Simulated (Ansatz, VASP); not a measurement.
## Two plane-wave programs on Al2O3

```xyz
5
Lattice="2.9688 0.0000 0.0000 -1.4844 2.5711 0.0000 0.0000 0.0000 7.8251" Properties=species:S:1:pos:R:3 pbc="T T T"
Al    0.0000    0.0000    2.1750
Al    0.0000    0.0000    5.6501
O     0.0000    1.7140    1.5607
O     1.4844    0.8570    6.2643
O     0.0000    0.0000    3.9125
```

Alike in both runs: task single point; functional LDA; k mesh 12 × 12 × 4; occupations gaussian, width 0.05 eV; no spin polarisation.

|  | VASP | Ansatz |
| --- | --- | --- |
| version | VASP 6.6.1 | Ansatz 0.2.0 |
| potentials or method | VASP PAW LDA potentials, release 64 (Al, O) | scalar-relativistic, plane waves, PAW |
| plane-wave cutoff (eV) | 520 | 420 |
| valence electrons in the cell | 24 | 24 |

|  | VASP | Ansatz | Ansatz less VASP |
| --- | --- | --- | --- |
| gap on the k mesh at the Fermi level (eV) | 1.67 | 1.67 | +0.002 |
| least direct gap on the mesh (eV) | 1.67 | 1.67 | +0.002 |
| pressure (GPa) | -8.3 | -9.0 | -0.72 |
| largest component of the traceless stress (GPa) | 13.63 | 13.87 | +0.242 |
| rms of the force components (eV/Å) | 0.621 | 0.652 | +0.0310 |

Atom by atom the forces differ by 0.031 eV/Å (rms over components).

Caveats: forces of over 1 eV/Å show positions far from the minimum, so gaps and moduli don't describe the material at rest. As with any semilocal functional, this LDA gap is likely too small. A k mesh can miss the band edges.
